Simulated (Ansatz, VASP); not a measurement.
# InAs: VASP beside Ansatz

Wanted: the spread between two codes on one cell, functional and k mesh. The structure shown is the end of the Ansatz relaxation below.

Main program and level: Ansatz 0.2.0; plane waves, with VASP 6.6.1 beside it; single point at PBEsol.

## (1) Starting point

Symmetry: I-4m2, No. 119, tetragonal system. Conventional cell: a = 4.348 Å, b = 4.348 Å, c = 6.014 Å, α = 90.00°, β = 90.00°, γ = 90.00°. Nearest to In lie 4 As at 2.64 Å. Nearest to As lie 4 In at 2.64 Å. Farther neighbours are not listed.

## (2) Ansatz: relaxation, PBEsol

Ansatz runs on its PAW soft_1 files.

This run makes the geometry at which the two programs are then compared.

The input, input.yaml:

```yaml
crystal:
  lattice:
    - [4.34803586, 0.0, 0.0]
    - [0.0, 4.34803586, 0.0]
    - [0.0, 0.0, 6.051639986]
  atoms:
    - { symbol: In, position: [0.0, 0.0, 0.0] }
    - { symbol: In, position: [0.5, 0.5, 0.5] }
    - { symbol: As, position: [0.5, 0.0, 0.75] }
    - { symbol: As, position: [0.0, 0.5, 0.25] }
kpoints:
  mp_grid: { grid: [7, 7, 5] }
scf:
  occupations: { method: fermi_dirac, width: 0.02 }
hamiltonian:
  xc: pbesol
  pseudopotentials: { kind: paw, azcp: { folder: soft_1 }, xc_functional: pbe }
basis:
  ecutwfc: 600
output:
  forces: true
  stress: true
relax:
  f_tol: 0.005
  max_steps: 70
  cell: { stress_tol: 0.02, p_target: 0, fix: [a, b, alpha, beta, gamma] }
```

Command:

```sh
> ansatz run input.yaml --threads 8 --pin off --max-ram 18432MiB --backend cpu --events-out ev --progress --plain --runs-dir out
```

Numbers of over 12 decimals in the logs are rounded to 6 here.

Log:

```text
Engine: ansatz 0.2.0, aarch64-unknown-linux-gnu
Pseudopotentials: kind: paw
Pseudopotential: In, paw, valence charge 13, recommended cutoff 420 eV (normal), soft_1/In.paw.azcp
Pseudopotential: As, paw, valence charge 15, recommended cutoff 420 eV (normal), soft_1/As.paw.azcp
Functional definition: PBEsol
  exchange = pbesol_x
  correlation = pbesol_c
Crystal: 4 atoms, lattice volume = 114.409 Å³
Basis set: ecut = 600 eV, 3817 PW (Γ), exchange–correlation on 72×72×100 points (8 copies of the dense FFT grid, shifted against one another)
Bands: 34, of which v1, the nominal top of the filled ones, is band 28 counted from 1 (27 counted from 0)
Symmetry: 16 space group operations
Space group: I-4m2 (ITA 119), of the structure as read, at distance tolerance 4.9e-5 Å
k-points: 30 of 245 (time reversal used)
Non-local potential: In, projectors of the file, l = 0: 2, l = 1: 2, l = 2: 2, l = 3: 1
Non-local potential: As, projectors of the file, l = 0: 2, l = 1: 2, l = 2: 3, l = 3: 1
PAW form: soft (Blöchl's): semilocal exchange-correlation on the pseudo side does not see the compensation charge
PAW frozen core: In, regenerated for the run's functional, and the local potential with it (the file was generated under x = pbe(κ = 0.804, μ = 0.219515), c = pbe(β = 0.066725))
PAW frozen core: As, regenerated for the run's functional, and the local potential with it (the file was generated under x = pbe(κ = 0.804, μ = 0.219515), c = pbe(β = 0.066725))
PAW one-centre angular grid: In, 590 points (default); XC on 64 Gauss nodes
PAW one-centre angular grid: As, 590 points (default); XC on 64 Gauss nodes
Initial density: superposition of atomic densities (chi_scale 0.1, normalization cell, long waves kept (reshape's long-wave potential 0.00 eV rms))
Initial wavefunctions: pseudopotential atomic-orbital guess
Functional: x = pbesol(κ = 0.804, μ = 0.123457), c = pbesol(β = 0.046)
SCF iter   1: F=—  HF=-20677.960482 eV  |F-HF|=—  |Δ(HF+E_count)|=         —  Δρ=2.77e-2  dr2=7.04e-1  ethr=3.10e-3  ⟨swp⟩=6.4  Hψ=4293  notcnv=0
preconditioner: auto → Resta (q_TF=auto, 2.422 Å⁻¹)  ε∞=3.3  [insulator: Δε(μ)=0.074 eV  Ē_g=13.830 eV  σ=0.020 eV  W_gap=0.71  n_scr=28 (ndim 8)  ℏωp=20.8 eV  f_vac=0.013  D(μ)=0.14/eV (n_scr^D=0)  ε∞_Penn≈3.3]
SCF iter   2: F=—  HF=-20677.838120 eV  |F-HF|=—  |Δ(HF+E_count)|=   1.22e-1  Δρ=1.60e-2  dr2=2.49e-1  ethr=1.26e-3  ⟨swp⟩=2.0  Hψ=1387  notcnv=0  defer=50
SCF iter   3: F=—  HF=-20677.783048 eV  |F-HF|=—  |Δ(HF+E_count)|=   5.51e-2  Δρ=1.64e-3  dr2=3.49e-3  ethr=4.45e-4  ⟨swp⟩=3.0  Hψ=1851  notcnv=0  defer=50
SCF iter   4: F=—  HF=-20677.784842 eV  |F-HF|=—  |Δ(HF+E_count)|=   1.79e-3  Δρ=5.59e-4  dr2=6.52e-4  ethr=6.23e-6  ⟨swp⟩=2.0  Hψ=1940  notcnv=0  defer=50
SCF iter   5: F=—  HF=-20677.785226 eV  |F-HF|=—  |Δ(HF+E_count)|=   3.84e-4  Δρ=1.65e-4  dr2=4.61e-5  ethr=1.16e-6  ⟨swp⟩=2.0  Hψ=1932  notcnv=0  defer=50
SCF iter   6: F=—  HF=-20677.785277 eV  |F-HF|=—  |Δ(HF+E_count)|=   5.08e-5  Δρ=6.77e-5  dr2=5.87e-6  ethr=8.24e-8  ⟨swp⟩=2.0  Hψ=1816  notcnv=0  defer=50
SCF iter   7: F=—  HF=-20677.785280 eV  |F-HF|=—  |Δ(HF+E_count)|=   3.75e-6  Δρ=1.87e-5  dr2=3.12e-7  ethr=1.05e-8  ⟨swp⟩=2.0  Hψ=1811  notcnv=0  defer=50
SCF iter   8: F=-20677.785281 eV  HF=-20677.785281 eV  |F-HF|=1.85e-8  |Δ(HF+E_count)|=   8.39e-7  Δρ=2.58e-6  dr2=6.86e-9  ethr=1.79e-10  ⟨swp⟩=5.0  Hψ=3748  notcnv=0
SCF 1 converged in 8 iterations: F = -20677.785281 eV  dr2 = 6.86e-9
  greatest PAW one-centre occupation: 0.999 electrons in one spin orbital (limit 2), on the As atom at site 3 (counted from 0), in its partial waves of l = 2
relax step   1: F+E_penalty+E_count = -20677.78528114 eV  Δ(F+E_penalty+E_count) = +0.000e0 eV  max|allowed force component| = 2.819e-17 eV/Å  Δτ_max = 0.0000 Å  P = -0.755 GPa  Ω = 114.409 Å³  fix = [a, b, alpha, beta, gamma]  reactions: a -0.902, b -0.902 GPa  (8 SCF iters, dr2 threshold 1.00e-7 eV, accepted)
[...]
relax step   2: F+E_penalty+E_count = -20677.78630674 eV  Δ(F+E_penalty+E_count) = -1.026e-3 eV  max|allowed force component| = 5.725e-17 eV/Å  Δτ_max = 0.0000 Å  P = -0.363 GPa  Ω = 113.555 Å³  energy of the carried Pulay correction = +2.017e-5 eV  fix = [a, b, alpha, beta, gamma]  reactions: a -0.587, b -0.587 GPa  (4 SCF iters, dr2 threshold 4.00e-7 eV, accepted)
[...]
relax step   3: F+E_penalty+E_count = -20677.78633914 eV  Δ(F+E_penalty+E_count) = -3.240e-5 eV  max|allowed force component| = 1.110e-16 eV/Å  Δτ_max = 0.0000 Å  P = -0.426 GPa  Ω = 113.690 Å³  energy of the carried Pulay correction = +1.698e-5 eV  fix = [a, b, alpha, beta, gamma]  reactions: a -0.638, b -0.638 GPa  (4 SCF iters, dr2 threshold 1.86e-8 eV, accepted)
[...]
relax step   4: F+E_penalty+E_count = -20677.78632275 eV  Δ(F+E_penalty+E_count) = +1.639e-5 eV  max|allowed force component| = 1.212e-16 eV/Å  Δτ_max = 0.0000 Å  P = -0.426 GPa  Ω = 113.690 Å³  fix = [a, b, alpha, beta, gamma]  reactions: a -0.638, b -0.638 GPa  stress off target by 1.39e-3 GPa on what of the cell is left free  SCF on the basis re-selected at this cell (its energy is not comparable with the rows above)  (5 SCF iters)
basis re-selected at this cell: Δ(F+E_penalty+E_count) = +1.639e-5 eV, ΔP = -0.000 GPa vs the last step (what re-selecting the basis moved, of the pressure what is left beyond the Pulay correction that the steps carried, after the strain that the cell walked since its last selection, with what the two solves' SCF thresholds leave and, on support functions, any second-order correction that the steps lacked; it is no m [...]
SCF converged after 5 iterations
Free energy (F): -20677.786323 eV
Harris-Foulkes:  -20677.786323 eV  (|F-HF|=0.00e0)
Internal energy: -20677.786194 eV  (E = F + TS)
E sigma→0 (E₀):  -20677.786258 eV
Entropy (-TS):   -0.000129 eV (-0.032 meV/atom)
Fermi energy:    7.197665 eV
--- Per-component energies (eV) ---
  E_band       = -658.584838
  E_kinetic    = 632.752515
  E_local      = -7032.595439  (includes V_loc(G=0)·N_el)
  E_nonlocal   = -126.819002
  E_hartree    = 3488.205356
  E_xc         = -422.546288
  E_vxc        = -325.735007  (∫ρ·V_xc dr)
  E_paw        = -12219.177639  (= ΣΔE_a)
  E_vpaw       = -782.598501  (= ΣTr[D̂ρ^β])
  E_aug_tail   = -0.000084  (compensation charges beyond the density's cutoff)
  E_ewald      = -5000.010281
  E_core_change = 2.404667  (= ΣΔE_core)
  E_smearing   = -0.000129  (= −TS)
  E_closure    = 0.000000  (closes the sum)
  Σ components = -20677.786323   (vs F -20677.786323, Δ=0.00e0)
--- Forces (eV/Å), atoms counted from 1 ---
  atom   1  In     0.00000000     0.00000000     0.00000000
  atom   2  In     0.00000000     0.00000000     0.00000000
  atom   3  As    -0.00000000    -0.00000000     0.00000000
  atom   4  As    -0.00000000    -0.00000000     0.00000000
  max |Σ_I F_I| component: 3.48e-16 eV/Å
--- Stress (GPa, compression-positive) ---
       -0.638107      -0.000000       0.000000
       -0.000000      -0.638107       0.000000
        0.000000       0.000000      -0.001389
  P = ⅓ Tr σ = -0.4259 GPa (-4.259 kbar)
--- Relaxed structure (3 steps of the walk, 3 accepted, 1 SCFs on fresh bases) ---
  F+E_penalty+E_count = -20677.78632275 eV   max|allowed force component| = 1.212e-16 eV/Å   (the final SCF, on the basis selected at the relaxed cell)
  cell:  # Å, volume = 113.6896 Å³
    - [4.34803586, 0.0, 0]
    - [0.0, 4.34803586, 0]
    - [0, 0, 6.013599]
  atoms:
    - { symbol: In, position: [0, 0, 0] }
    - { symbol: In, position: [0.5, 0.5, 0.5] }
    - { symbol: As, position: [0.5, 0, 0.750000] }
    - { symbol: As, position: [0, 0.5, 0.25] }
```

## (3) VASP: single point, PBEsol, pair 1

The same cell, functional, mesh and smearing now go to VASP, with its own data sets.

Lines of VASP's logs that name or quote its potential files are left out, and so is its time.

The input, INCAR:

```
SYSTEM = InAs
PREC = Accurate
ENCUT = 500
EDIFF = 1E-06
NELM = 120
ISMEAR = -1
SIGMA = 0.02
LREAL = .FALSE.
ALGO = Normal
GGA = PS
NBANDS = 24
LORBIT = 11
LWAVE = .FALSE.
LCHARG = .FALSE.
ISIF = 2
LASPH = .TRUE.
GGA_COMPAT = .FALSE.
EFERMI = MIDGAP
KPAR = 2
```

The input, POSCAR:

```
InAs
1.0
    4.3480358600      0.0000000000      0.0000000000
    0.0000000000      4.3480358600      0.0000000000
    0.0000000000      0.0000000000      6.0135988491
In As
2 2
Direct
    0.0000000000      0.0000000000      0.0000000000
    0.5000000000      0.5000000000      0.5000000000
    0.5000000000      0.0000000000      0.7500000000
    0.0000000000      0.5000000000      0.2500000000
```

The input, KPOINTS:

```
Automatic mesh
0
Gamma
7 7 5
0 0 0
```

Potentials, in the order of the species: In_d and As (PBE family, release 64).

Command:

```sh
> mpirun -np 2 vasp_std
```

Log:

```text
[banner, memory and clock lines left out]
running    2 mpi-ranks, on    1 nodes
 distrk:  each k-point on    1 cores,    2 groups
 distr:  one band on    1 cores,    1 groups

 POSCAR found type information on POSCAR InAs
 POSCAR found :  2 types and       4 ions
|                                                                             |
|               ----> ADVICE to this user running VASP <----                  |
|                                                                             |
|     You enforced a specific xc type in the INCAR file but a different       |
|     [... a line on the potential file left out ...]
|     I HOPE YOU KNOW WHAT YOU ARE DOING!                                     |
|                                                                             |

 LDA part: xc-table for (Slater+PW92), standard interpolation
 POSCAR, INCAR and KPOINTS ok, starting setup
 FFT: planning ... GRIDC
 FFT: planning ... GRID_SOFT
 FFT: planning ... GRID
 WAVECAR not read
 entering main loop
       N       E                     dE             d eps       ncg     rms          rms(c)
DAV:   1     0.287817808359E+03    0.28782E+03   -0.16011E+04  1440   0.158E+03
DAV:   2     0.925536531179E+01   -0.27856E+03   -0.27250E+03  1496   0.386E+02
DAV:   3    -0.166016200513E+02   -0.25857E+02   -0.25694E+02  1856   0.132E+02
DAV:   4    -0.174976239784E+02   -0.89600E+00   -0.89534E+00  1680   0.278E+01
DAV:   5    -0.175486856927E+02   -0.51062E-01   -0.51059E-01  2376   0.563E+00    0.606E+00
DAV:   6    -0.170284905978E+02    0.52020E+00   -0.99718E-01  1976   0.147E+01    0.326E+00
DAV:   7    -0.169764919684E+02    0.51999E-01   -0.40938E-01  2280   0.451E+00    0.890E-01
DAV:   8    -0.169720539804E+02    0.44380E-02   -0.44847E-02  2152   0.260E+00    0.349E-01
DAV:   9    -0.169719487793E+02    0.10520E-03   -0.38058E-03  2288   0.857E-01    0.146E-01
DAV:  10    -0.169721644958E+02   -0.21572E-03   -0.40489E-04  2008   0.149E-01    0.914E-02
DAV:  11    -0.169722186446E+02   -0.54149E-04   -0.26198E-04  1736   0.190E-01    0.723E-02
DAV:  12    -0.169722177349E+02    0.90973E-06   -0.23067E-05  1576   0.423E-02    0.241E-02
DAV:  13    -0.169722166883E+02    0.10466E-05   -0.42769E-06  1584   0.137E-02    0.125E-02
DAV:  14    -0.169722168770E+02   -0.18873E-06   -0.10765E-06  1072   0.621E-03
   1 F= -.16972217E+02 E0= -.16972153E+02  d E =-.128269E-03
```

OUTCAR, selected parts (step 3):

```text
ion  position               nearest neighbor table
   1  0.000  0.000  0.000-   3 2.64   4 2.64   4 2.64   3 2.64
   2  0.500  0.500  0.500-   3 2.64   4 2.64   3 2.64   4 2.64
   3  0.500  0.000  0.750-   1 2.64   2 2.64   2 2.64   1 2.64
   4  0.000  0.500  0.250-   1 2.64   2 2.64   1 2.64   2 2.64

  LATTYP: Found a simple tetragonal cell.
 ALAT       =     4.3480358600
 C/A-ratio  =     1.3830610056

 Subroutine GETGRP returns: Found  8 space group operations
 (whereof  8 operations were pure point group operations)

The static configuration has the point symmetry D_2d.

 Found     30 irreducible k-points:

   k-points           NKPTS =     30   k-points in BZ     NKDIM =     30   number of bands    NBANDS=     24

   dimension x,y,z NGX =    32 NGY =   32 NGZ =   48
   dimension x,y,z NGXF=    64 NGYF=   64 NGZF=   96

   ENCUT  =  500.0 eV  36.75 Ry    6.06 a.u.   7.93  7.93 10.96*2*pi/ulx,y,z

   NELECT =      36.0000    total number of electrons

 k-points in reciprocal lattice and weights: Automatic mesh
   0.00000000  0.00000000  0.00000000       0.004
   0.14285714  0.00000000  0.00000000       0.016
   0.28571429  0.00000000  0.00000000       0.016
   0.42857143  0.00000000  0.00000000       0.016
   0.14285714  0.14285714  0.00000000       0.016
   0.28571429  0.14285714  0.00000000       0.033
   0.42857143  0.14285714  0.00000000       0.033
   0.28571429  0.28571429  0.00000000       0.016
   0.42857143  0.28571429  0.00000000       0.033
[...]
0.42857143  0.28571429  0.40000000       0.065
   0.42857143  0.42857143  0.40000000       0.033

 average (electrostatic) potential at core
       1 -96.6719       2 -96.6719       3 -49.7560       4 -49.7560

 E-fermi :   4.1194

 k-point     1 :       0.0000    0.0000    0.0000
  band No.  band energies     occupation
    ...
     14       1.7642      2.00000
     15       1.7642      2.00000
     16       3.6694      2.00000
     17       4.0613      1.89611
     18       4.0613      1.89611
     19       4.1616      0.21655
     20       5.5148      0.00000
     21       5.9438      0.00000
     22       7.9127      0.00000
     23       7.9560      0.00000
    ...

 k-point     2 :       0.1429    0.0000    0.0000
  band No.  band energies     occupation
    ...
     14       1.3052      2.00000
     15       1.8860      2.00000
     16       2.3034      2.00000
     17       3.7634      2.00000
     18       3.9831      1.99781
     19       5.1272      0.00000
     20       5.7924      0.00000
     21       6.7490      0.00000
     22       7.8908      0.00000
     23       8.0832      0.00000
    ...

 k-point     3 :       0.2857    0.0000    0.0000
  band No.  band energies     occupation
    ...
     14       0.8251      2.00000
     15       0.8649      2.00000
     16       2.2306      2.00000
     17       2.8263      2.00000
     18       3.7244      2.00000
     19       5.9241      0.00000
     20       6.1145      0.00000
     21       8.1299      0.00000
     22       8.4570      0.00000
     23       8.5507      0.00000
    ...

  Total       -0.4019749     -0.4019749      0.0488822      0.0000000      0.0000000      0.0000000
  in kB       -5.6648549     -5.6648549      0.6888756      0.0000000      0.0000000      0.0000000
  external PRESSURE =      -3.5469448 kB  Pullay stress =       0.0000000 kB

  energy-cutoff  :      500.00
  volume of cell :      113.69
      direct lattice vectors                 reciprocal lattice vectors
     4.348035860  0.000000000  0.000000000     0.229988904  0.000000000  0.000000000
     0.000000000  4.348035860  0.000000000     0.000000000  0.229988904  0.000000000
     0.000000000  0.000000000  6.013598849     0.000000000  0.000000000  0.166289775

 POSITION                                       TOTAL-FORCE (eV/Angst)
 -----------------------------------------------------------------------------------
      0.00000      0.00000      0.00000         0.000000      0.000000      0.000000
      2.17402      2.17402      3.00680        -0.000000      0.000000     -0.000000
      2.17402      0.00000      4.51020         0.000000     -0.000000      0.000000
      0.00000      2.17402      1.50340        -0.000000     -0.000000      0.000000
 -----------------------------------------------------------------------------------
    total drift:                                0.000000      0.000000     -0.000000

  FREE ENERGIE OF THE ION-ELECTRON SYSTEM (eV)
  ---------------------------------------------------
  free  energy   TOTEN  =       -16.9722168770 eV

  energy  without entropy=      -16.9720886079  energy(sigma->0) =      -16.97215274

 total charge
# of ion       s       p       d       tot
------------------------------------------
    1        0.849   0.710   9.885  11.445
    2        0.849   0.710   9.885  11.445
    3        1.226   1.542   0.021   2.788
    4        1.226   1.542   0.021   2.788
--------------------------------------------------
tot          4.150   4.504  19.812  28.467

[... 3 further parts left out ...]
```

The run ends at a pressure of -0.35 GPa.

## (4) Comparison

Known differences besides the potentials themselves: the data sets hold 56 valence electrons in Ansatz (on its PAW soft_1 files) and 36 in VASP; the cutoff is 600 eV in Ansatz and 500 eV in VASP; Ansatz makes its cores anew for this functional, VASP keeps those of its PBE data sets; Ansatz's pressure holds a Pulay correction, VASP's none. Total energies have different zeros and are not compared.

Compared:

```csv
quantity,Ansatz,VASP,difference
pressure (GPa),-0.43,-0.35,-0.07
gap on the k mesh (eV),0.100,0.100,0.000
```

A gap on the mesh is an upper bound, since the band edges may lie between its points.

## (5) Ansatz: relaxation, PBEsol

This run makes the geometry at which the two programs are then compared. The cell compared in this pair holds 114.60 Å³, against 113.69 Å³ for the pair before.

The structure compared here is the end of the Ansatz relaxation.

Edit input.yaml of step 2 so:

```diff
@@ -2,5 +2,5 @@
   lattice:
-    - [4.34803586, 0.0, 0.0]
-    - [0.0, 4.34803586, 0.0]
-    - [0.0, 0.0, 6.051639986]
+    - [4.39108572, 0.0, 0.0]
+    - [0.0, 4.39108572, 0.0]
+    - [0.0, 0.0, 6.015110972]
   atoms:
```

Command:

```sh
> ansatz run input.yaml --threads 8 --pin off --max-ram 18432MiB --backend cpu --events-out ev --progress --plain --runs-dir out
```

Log:

```text
[...]
Crystal: 4 atoms, lattice volume = 115.981 Å³
Basis set: ecut = 600 eV, 3849 PW (Γ), exchange–correlation on 72×72×100 points (8 copies of the dense FFT grid, shifted against one another)
Bands: 34, of which v1, the nominal top of the filled ones, is band 28 counted from 1 (27 counted from 0)
Symmetry: 16 space group operations
[...]
P = ⅓ Tr σ = -0.8717 GPa (-8.717 kbar)
--- Relaxed structure (3 steps of the walk, 3 accepted, 1 SCFs on fresh bases) ---
[...]
cell:  # Å, volume = 114.5993 Å³
    - [4.39108572, 0.0, 0]
    - [0.0, 4.39108572, 0]
    - [0, 0, 5.943445]
  atoms:
    - { symbol: In, position: [0, 0, 0] }
    - { symbol: In, position: [0.500000, 0.500000, 0.5] }
    - { symbol: As, position: [0.500000, 0, 0.750000] }
    - { symbol: As, position: [0, 0.500000, 0.25] }
[key lines of the parts left out:]
SCF converged after 5 iterations
Free energy (F): -20677.772651 eV
Fermi energy:    7.109481 eV
```

[end of part 1 of 2]

[Lines on the potential files, build, host, timing and source positions are cut from VASP's logs without a mark.]

[Logs are printed without paths, hosts, clocks, repeated set-up lines and the standing remarks that a program may print on its own settings, such as how far it seeks lower states.]

[Hosts, paths, dates, database ids (printed as entryN), source tags and the programs' standing remarks are cut or masked in the printed files.]
